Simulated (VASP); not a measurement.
# ZnO (P6_3/mmc) in VASP: notebook

Runs on ZnO. Level: PBEsol. Tasks: single point.

Everything below comes from runs of VASP 6.6.1. Logs are shortened: lines on timing, memory, paths and dates and some standing lists are left out, and cuts for length are marked.

### 1 The undisturbed crystal

Symmetry: P6_3/mmc, No. 194, hexagonal system. Conventional cell: a = 3.288 Å, b = 3.288 Å, c = 7.130 Å, α = 90.00°, β = 90.00°, γ = 120.00°. Zn (site symmetry -6m2) is surrounded by 3 O at 1.90 Å. Around O (site symmetry -6m2) lie 3 Zn at 1.90 Å.

Measurements of this composition are mostly on another form, of space group No. 186.

### 2 Single point, PBEsol (grid = ENCUT=280 dk=0.45 cell=2x2x1 ISMEAR=0 SIGMA=0.05 LREAL=Auto EDIFF=1e-06)

The input, INCAR:

```
  ALGO = Fast
  EDIFF = 1E-6
  ENCUT = 280
  GGA = PS
  ISIF = 2
  ISMEAR = 0
  LASPH = True
  LCHARG = False
  LREAL = Auto
  LWAVE = False
  NBANDS = 80
  NELM = 120
  PREC = Accurate
  SIGMA = 0.05
```

The input, KPOINTS:

```
k-points
0
Gamma
  3 3 2
```

The input, POSCAR:

```
ZnO
1.0
    6.5759343174      0.0000000000      0.0000000000
   -3.2879671586      5.6949261724      0.0000000000
    0.0000000000      0.0000000000      7.1304413500
O Zn
8 8
Direct
    0.0000000000      0.0000000000      0.2500000000
    0.3333333334      0.1666666666      0.7500000000
    0.3333333334      0.6666666666      0.7500000000
    0.8333333333      0.1666666666      0.7500000000
    0.8333333333      0.6666666666      0.7500000000
    0.1666666666      0.3333333334      0.2500000000
    0.6666666666      0.3333333334      0.2500000000
    0.6666666666      0.8333333333      0.2500000000
    0.0000000000      0.5000000000      0.2500000000
    0.5000000000      0.0000000000      0.2500000000
    0.5000000000      0.5000000000      0.2500000000
    0.0000000000      0.0000000000      0.7500000000
    0.0000000000      0.5000000000      0.7500000000
    0.5000000000      0.0000000000      0.7500000000
    0.5000000000      0.5000000000      0.7500000000
    0.1666666666      0.8333333333      0.2500000000
```

Potentials or basis: VASP PAW PBE potentials, release 64 (O, Zn).

The run is started by

```sh
cat potpaw_PBE.64/O/POTCAR potpaw_PBE.64/Zn/POTCAR > POTCAR
mpirun -np 1 vasp_std > vasp.out
```

OUTCAR:

```text
EDIFF = 1E-6
   ENCUT = 280
   GGA = PS
   ISIF = 2
   ISMEAR = 0
   LASPH = True
   LREAL = Auto
   NELM = 120
   PREC = Accurate

 Found      8 irreducible k-points:

 Following reciprocal coordinates:
            Coordinates               Weight
  0.000000  0.000000  0.000000      1.000000
  0.333333  0.000000  0.000000      4.000000
 -0.333333  0.333333  0.000000      2.000000
  0.333333  0.333333  0.000000      2.000000
  0.000000  0.000000  0.500000      1.000000
  0.333333  0.000000  0.500000      4.000000
   k-points           NKPTS =      8   k-points in BZ     NKDIM =      8   number of bands    NBANDS=     80
   number of dos      NEDOS =    301   number of ions     NIONS =     16
   total plane-waves  NPLWV =  51840
   dimension x,y,z NGX =    36 NGY =   36 NGZ =   40
   dimension x,y,z NGXF=    72 NGYF=   72 NGZF=   80
   ions per type =               8   8
   NGX,Y,Z   is equivalent  to a cutoff of   9.10,  9.10,  9.33 a.u.
   NGXF,Y,Z  is equivalent  to a cutoff of  18.20, 18.20, 18.65 a.u.
 SYSTEM =  unknown system
   PREC   = accura    normal or accurate (medium, high low for compatibility)
   ISTART =      0    job   : 0-new  1-cont  2-samecut
   ICHARG =      2    charge: 1-file 2-atom 10-const
   ISPIN  =      1    spin polarized calculation?
   LNONCOLLINEAR =      F non collinear calculations
   LSORBIT =      F    spin-orbit coupling
   LASPH  =      T    aspherical Exc in radial PAW
   ENCUT  =  280.0 eV  20.58 Ry    4.54 a.u.   8.97  8.97  9.73*2*pi/ulx,y,z
   NELM   =    120;   NELMIN=  2; NELMDL= -5     # of ELM steps
   EDIFF  = 0.1E-05   stopping-criterion for ELM
   LREAL  =      T    real-space projection
   EDIFFG = 0.1E-04   stopping-criterion for IOM
   NSW    =      0    number of steps for IOM
   IBRION =     -1    ionic relax: 0-MD 1-quasi-New 2-CG
   NFREE  =      0    steps in history (QN), initial steepest desc. (CG)
   ISIF   =      2    stress and relaxation
   ISYM   =      2    0-nonsym 1-usesym 2-fastsym
   POTIM  = 0.5000    time-step for ionic-motion
   TEBEG  =    0.0;   TEEND  =   0.0 temperature during run
   PSTRESS=    0.0 pullay stress
   NELECT =     144.0000    total number of electrons
   NUPDOWN=      -1.0000    fix difference up-down
   EMIN   =  10.00;   EMAX   =-10.00  energy-range for DOS
   EFERMI =   0.00;   METHOD = LEGACY
   ISMEAR =     0;   SIGMA  =   0.05  broadening in eV -4-tet -1-fermi 0-gaus
   EFERMI_NEDOS =   21; number of points for ismear=-14 and -15
   IALGO  =     68    algorithm
   IMIX   =      4    mixing-type and parameters
     AMIX     =   0.40;   BMIX     =  1.00
     AMIX_MAG =   1.60;   BMIX_MAG =  1.00
  volume/ion in A,a.u.               =      16.69       112.63
  Fermi-wavevector in a.u.,A,eV,Ry     =   1.332524  2.518105 24.158775  1.775620
  Thomas-Fermi vector in A             =   2.461452
   LORBIT       =      0    0 simple, 1 ext, 2 COOP (PROOUT), +10 PAW based schemes
   GGA     = PS    functional components
   LHFCALC =     F    Hartree Fock is set to
   AEXX    =    0.0000 exact exchange contribution
   IVDW    =     0    specifies the selected vdW correction
   LEPSILON=     F    determine dielectric tensor
   LRPA    =     F    only Hartree local field effects (RPA)
 non-spin polarized calculation
 RMM-DIIS sequential band-by-band and
 Gauss-broadening in eV      SIGMA  =   0.05
  energy-cutoff  :      280.00
  volume of cell :      267.03
 maximum number of plane-waves:      2865
   NGX = 17   NGY = 17   NGZ = 19

 number of electron     144.0000217 magnetization

 Free energy of the ion-electron system (eV)
  ---------------------------------------------------
  ext. energy  EPLUGINS =         0.00000000
  ---------------------------------------------------
  free energy    TOTEN  =       -63.64067274 eV

  energy without entropy =      -63.64066964  energy(sigma->0) =      -63.64067119

 E-fermi :  -0.2390     XC(G=0):  -9.2029

 val. band max:       -0.3784089886   @ k =  -0.3333   0.3333   0.5000
 cond. band min:      -0.0949081205   @ k =   0.3333   0.0000   0.0000
 fundamental gap:      0.2835008682
 Fermi energy:        -0.2389524383

 k-point     1 :       0.0000    0.0000    0.0000
  band No.  band energies     occupation
      1     -19.1231      2.00000
      2     -18.7565      2.00000
      3     -18.4272      2.00000
      4     -18.0011      2.00000
      5     -17.9541      2.00000
      6     -17.8890      2.00000
[... 72 lines left out ...]
     79       4.0671      0.00000
     80       4.8087      0.00000

 k-point     2 :       0.3333    0.0000    0.0000
  band No.  band energies     occupation
      1     -19.0444      2.00000
      2     -18.7868      2.00000
      3     -18.3174      2.00000
      4     -18.0744      2.00000
      5     -17.9917      2.00000
      6     -17.9755      2.00000
[... 72 lines left out ...]
     79       4.1039      0.00000
     80       4.4223      0.00000

 k-point     3 :      -0.3333    0.3333    0.0000
  band No.  band energies     occupation
      1     -19.0655      2.00000
      2     -18.7972      2.00000
      3     -18.3134      2.00000
      4     -18.0931      2.00000
      5     -17.9551      2.00000
      6     -17.8889      2.00000
[... 72 lines left out ...]
     79       4.1000      0.00000
     80       4.1872      0.00000

 k-point     4 :       0.3333    0.3333    0.0000
  band No.  band energies     occupation
      1     -19.0086      2.00000
      2     -18.8206      2.00000
      3     -18.1984      2.00000
      4     -18.1350      2.00000
      5     -18.0606      2.00000
      6     -17.9935      2.00000
[... 72 lines left out ...]
     79       3.7513      0.00000
     80       4.1259      0.00000

 k-point     5 :       0.0000    0.0000    0.5000
  band No.  band energies     occupation
      1     -19.1152      2.00000
      2     -18.7497      2.00000
      3     -18.4222      2.00000
      4     -17.9971      2.00000
      5     -17.9473      2.00000
      6     -17.8874      2.00000
[... 72 lines left out ...]
     79       4.2494      0.00000
     80       5.0044      0.00000

 k-point     6 :       0.3333    0.0000    0.5000
  band No.  band energies     occupation
      1     -19.0434      2.00000
      2     -18.7851      2.00000
      3     -18.3152      2.00000
      4     -18.0702      2.00000
      5     -17.9881      2.00000
      6     -17.9823      2.00000
[... 72 lines left out ...]
     79       4.7014      0.00000
     80       4.8108      0.00000

 [... further k-points ...]

------------------------ aborting loop because EDIFF is reached ----------------------------------------

  FORCE on cell =-STRESS in cart. coord.  units (eV):
  Direction    XX          YY          ZZ          XY          YZ          ZX
  --------------------------------------------------------------------------------------
  -------------------------------------------------------------------------------------
  Total      -48.8017939    -39.8555239    -58.3422985      7.7476971      0.0000000      0.0000000
  in kB     -292.8089800   -239.1316869   -350.0516591     46.4858995      0.0000000      0.0000000
  external PRESSURE =    -293.9974420 kB  Pullay stress =       0.0000000 kB

 VOLUME and BASIS-vectors are now :
 -----------------------------------------------------------------------------
  energy-cutoff  :      280.00
  volume of cell :      267.03
      direct lattice vectors                 reciprocal lattice vectors
     6.575934317  0.000000000  0.000000000     0.152069645  0.087797451  0.000000000
    -3.287967159  5.694926172  0.000000000     0.000000000  0.175594901  0.000000000
     0.000000000  0.000000000  7.130441350     0.000000000  0.000000000  0.140243773

 POSITION                                       TOTAL-FORCE (eV/Angst)
 -----------------------------------------------------------------------------------
      0.00000      0.00000      1.78261        -0.027451      0.015849      0.000000
      1.64398      0.94915      5.34783         0.131815     -0.011425      0.000000
      0.00000      3.79662      5.34783        -0.067223      0.038811      0.000000
      4.93195      0.94915      5.34783        -0.139527      0.080556      0.000000
      3.28797      3.79662      5.34783         0.075802     -0.108442      0.000000
     -0.00000      1.89831      1.78261         0.566517      0.697877      0.000000
[... 8 lines left out ...]
      1.64398      2.84746      5.34783         0.023434     -0.013530      0.000000
     -1.64398      4.74577      1.78261        -8.400509      4.850036      0.000000
 -----------------------------------------------------------------------------------
    total drift:                               -0.000455      0.000264      0.000000

  FREE ENERGIE OF THE ION-ELECTRON SYSTEM (eV)
  ---------------------------------------------------
  free  energy   TOTEN  =       -63.6406727353 eV

  energy  without entropy=      -63.6406696366  energy(sigma->0) =      -63.64067119
```

It took 1.8 min on 1 thread of Intel Xeon Platinum 8559C (Emerald Rapids), shared host; peak memory 0.22 GiB.

The run converged, but a check on its numbers failed (symmetry, net force, bounds or a known fault of this set-up), so they aren't taken as properties of the crystal.

Caveat: the k mesh is coarse (spacing up to 0.44 Å⁻¹), so the values aren't converged; the cutoff lies under the usual one of these potentials, so the numbers hold a large basis-set error; a pressure of tens of GPa on the cell as given is suspect, and the run, the potentials or the cell itself is likely at fault; the PAW data sets were made with another functional, which shifts forces and pressure a little.

### 3 Single point, PBEsol (grid = ENCUT=340 dk=0.45 cell=2x2x1 ISMEAR=0 SIGMA=0.05 LREAL=Auto EDIFF=1e-06)

INCAR, as its differences from that of step 2:

```diff
@@ -2,3 +2,3 @@
   EDIFF = 1E-6
-  ENCUT = 280
+  ENCUT = 340
   GGA = PS
```

KPOINTS is that of step 2.

POSCAR is that of step 2.

Potentials or basis: VASP PAW PBE potentials, release 64 (O, Zn).

The run is started by

```sh
cat potpaw_PBE.64/O/POTCAR potpaw_PBE.64/Zn/POTCAR > POTCAR
mpirun -np 1 vasp_std > vasp.out
```

OUTCAR:

```text
EDIFF = 1E-6
   ENCUT = 340
   GGA = PS
   ISIF = 2
   ISMEAR = 0
   LASPH = True
   LREAL = Auto
   NELM = 120
   PREC = Accurate

 Found      8 irreducible k-points:

 Following reciprocal coordinates:
            Coordinates               Weight
  0.000000  0.000000  0.000000      1.000000
  0.333333  0.000000  0.000000      4.000000
 -0.333333  0.333333  0.000000      2.000000
  0.333333  0.333333  0.000000      2.000000
  0.000000  0.000000  0.500000      1.000000
  0.333333  0.000000  0.500000      4.000000
   k-points           NKPTS =      8   k-points in BZ     NKDIM =      8   number of bands    NBANDS=     80
   number of dos      NEDOS =    301   number of ions     NIONS =     16
   total plane-waves  NPLWV =  76800
   dimension x,y,z NGX =    40 NGY =   40 NGZ =   48
   dimension x,y,z NGXF=    80 NGYF=   80 NGZF=   96
   ions per type =               8   8
   NGX,Y,Z   is equivalent  to a cutoff of  10.11, 10.11, 11.19 a.u.
   NGXF,Y,Z  is equivalent  to a cutoff of  20.22, 20.22, 22.38 a.u.
 SYSTEM =  unknown system
   PREC   = accura    normal or accurate (medium, high low for compatibility)
   ISTART =      0    job   : 0-new  1-cont  2-samecut
   ICHARG =      2    charge: 1-file 2-atom 10-const
   ISPIN  =      1    spin polarized calculation?
   LNONCOLLINEAR =      F non collinear calculations
   LSORBIT =      F    spin-orbit coupling
   LASPH  =      T    aspherical Exc in radial PAW
   ENCUT  =  340.0 eV  24.99 Ry    5.00 a.u.   9.89  9.89 10.72*2*pi/ulx,y,z
   NELM   =    120;   NELMIN=  2; NELMDL= -5     # of ELM steps
   EDIFF  = 0.1E-05   stopping-criterion for ELM
   LREAL  =      T    real-space projection
   EDIFFG = 0.1E-04   stopping-criterion for IOM
   NSW    =      0    number of steps for IOM
   IBRION =     -1    ionic relax: 0-MD 1-quasi-New 2-CG
   NFREE  =      0    steps in history (QN), initial steepest desc. (CG)
   ISIF   =      2    stress and relaxation
   ISYM   =      2    0-nonsym 1-usesym 2-fastsym
   POTIM  = 0.5000    time-step for ionic-motion
   TEBEG  =    0.0;   TEEND  =   0.0 temperature during run
   PSTRESS=    0.0 pullay stress
   NELECT =     144.0000    total number of electrons
   NUPDOWN=      -1.0000    fix difference up-down
   EMIN   =  10.00;   EMAX   =-10.00  energy-range for DOS
   EFERMI =   0.00;   METHOD = LEGACY
   ISMEAR =     0;   SIGMA  =   0.05  broadening in eV -4-tet -1-fermi 0-gaus
   EFERMI_NEDOS =   21; number of points for ismear=-14 and -15
   IALGO  =     68    algorithm
   IMIX   =      4    mixing-type and parameters
     AMIX     =   0.40;   BMIX     =  1.00
     AMIX_MAG =   1.60;   BMIX_MAG =  1.00
  volume/ion in A,a.u.               =      16.69       112.63
  Fermi-wavevector in a.u.,A,eV,Ry     =   1.332524  2.518105 24.158775  1.775620
  Thomas-Fermi vector in A             =   2.461452
   LORBIT       =      0    0 simple, 1 ext, 2 COOP (PROOUT), +10 PAW based schemes
   GGA     = PS    functional components
   LHFCALC =     F    Hartree Fock is set to
   AEXX    =    0.0000 exact exchange contribution
   IVDW    =     0    specifies the selected vdW correction
   LEPSILON=     F    determine dielectric tensor
   LRPA    =     F    only Hartree local field effects (RPA)
 non-spin polarized calculation
 RMM-DIIS sequential band-by-band and
 Gauss-broadening in eV      SIGMA  =   0.05
  energy-cutoff  :      340.00
  volume of cell :      267.03
 maximum number of plane-waves:      3837
   NGX = 19   NGY = 19   NGZ = 21

 number of electron     143.9999965 magnetization

 Free energy of the ion-electron system (eV)
  ---------------------------------------------------
  ext. energy  EPLUGINS =         0.00000000
  ---------------------------------------------------
  free energy    TOTEN  =       -63.13194450 eV

  energy without entropy =      -63.13193959  energy(sigma->0) =      -63.13194205

 E-fermi :  -0.2104     XC(G=0):  -9.2051

 val. band max:       -0.3459882678   @ k =  -0.3333   0.3333   0.5000
 cond. band min:      -0.0704005530   @ k =   0.3333   0.0000   0.0000
 fundamental gap:      0.2755877147
 Fermi energy:        -0.2104388879

 k-point     1 :       0.0000    0.0000    0.0000
  band No.  band energies     occupation
      1     -18.9168      2.00000
      2     -18.5387      2.00000
      3     -18.2208      2.00000
      4     -17.7944      2.00000
      5     -17.7459      2.00000
      6     -17.6852      2.00000
[... 72 lines left out ...]
     79       4.0345      0.00000
     80       4.7823      0.00000

 k-point     2 :       0.3333    0.0000    0.0000
  band No.  band energies     occupation
      1     -18.8383      2.00000
      2     -18.5720      2.00000
      3     -18.1133      2.00000
      4     -17.8659      2.00000
      5     -17.7834      2.00000
      6     -17.7719      2.00000
[... 72 lines left out ...]
     79       4.0650      0.00000
     80       4.4182      0.00000

 k-point     3 :      -0.3333    0.3333    0.0000
  band No.  band energies     occupation
      1     -18.8609      2.00000
      2     -18.5820      2.00000
      3     -18.1094      2.00000
      4     -17.8850      2.00000
      5     -17.7460      2.00000
      6     -17.6857      2.00000
[... 72 lines left out ...]
     79       4.0618      0.00000
     80       4.1998      0.00000

 k-point     4 :       0.3333    0.3333    0.0000
  band No.  band energies     occupation
      1     -18.7993      2.00000
      2     -18.6050      2.00000
      3     -17.9919      2.00000
      4     -17.9286      2.00000
      5     -17.8538      2.00000
      6     -17.7866      2.00000
[... 72 lines left out ...]
     79       3.7197      0.00000
     80       4.0803      0.00000

 k-point     5 :       0.0000    0.0000    0.5000
  band No.  band energies     occupation
      1     -18.9139      2.00000
      2     -18.5364      2.00000
      3     -18.2214      2.00000
      4     -17.7912      2.00000
      5     -17.7412      2.00000
      6     -17.6833      2.00000
[... 72 lines left out ...]
     79       4.2411      0.00000
     80       5.2282      0.00000

 k-point     6 :       0.3333    0.0000    0.5000
  band No.  band energies     occupation
      1     -18.8374      2.00000
      2     -18.5711      2.00000
      3     -18.1126      2.00000
      4     -17.8637      2.00000
      5     -17.7831      2.00000
      6     -17.7746      2.00000
[... 72 lines left out ...]
     79       4.7048      0.00000
     80       4.7931      0.00000

 [... further k-points ...]

------------------------ aborting loop because EDIFF is reached ----------------------------------------

  FORCE on cell =-STRESS in cart. coord.  units (eV):
  Direction    XX          YY          ZZ          XY          YZ          ZX
  --------------------------------------------------------------------------------------
  -------------------------------------------------------------------------------------
  Total      -16.0427918     -7.2322382    -22.6852128      7.6301632      0.0000000      0.0000000
  in kB      -96.2561643    -43.3931652   -136.1104477     45.7807002      0.0000000      0.0000000
  external PRESSURE =     -91.9199257 kB  Pullay stress =       0.0000000 kB

 VOLUME and BASIS-vectors are now :
 -----------------------------------------------------------------------------
  energy-cutoff  :      340.00
  volume of cell :      267.03
      direct lattice vectors                 reciprocal lattice vectors
     6.575934317  0.000000000  0.000000000     0.152069645  0.087797451  0.000000000
    -3.287967159  5.694926172  0.000000000     0.000000000  0.175594901  0.000000000
     0.000000000  0.000000000  7.130441350     0.000000000  0.000000000  0.140243773

 POSITION                                       TOTAL-FORCE (eV/Angst)
 -----------------------------------------------------------------------------------
      0.00000      0.00000      1.78261         0.091685     -0.052934      0.000000
      1.64398      0.94915      5.34783         0.136169     -0.010740      0.000000
      0.00000      3.79662      5.34783        -0.072357      0.041775      0.000000
      4.93195      0.94915      5.34783        -0.141236      0.081543      0.000000
      3.28797      3.79662      5.34783         0.077386     -0.112556      0.000000
     -0.00000      1.89831      1.78261         0.588902      0.895666      0.000000
[... 8 lines left out ...]
      1.64398      2.84746      5.34783         0.025590     -0.014774      0.000000
     -1.64398      4.74577      1.78261        -8.375508      4.835602      0.000000
 -----------------------------------------------------------------------------------
    total drift:                                0.000476     -0.000274     -0.000000

  FREE ENERGIE OF THE ION-ELECTRON SYSTEM (eV)
  ---------------------------------------------------
  free  energy   TOTEN  =       -63.1319444993 eV

  energy  without entropy=      -63.1319395927  energy(sigma->0) =      -63.13194205
```

It took 2.4 min on 1 thread of Intel Xeon Platinum 8559C (Emerald Rapids), shared host; peak memory 0.29 GiB.

The run converged, but a check on its numbers failed (symmetry, net force, bounds or a known fault of this set-up), so they aren't taken as properties of the crystal.

Caveat: the k mesh is coarse (spacing up to 0.44 Å⁻¹), so the values aren't converged; the cutoff lies under the usual one of these potentials, so the numbers hold a large basis-set error; the PAW data sets were made with another functional, which shifts forces and pressure a little.

[end of part 1 of 2]
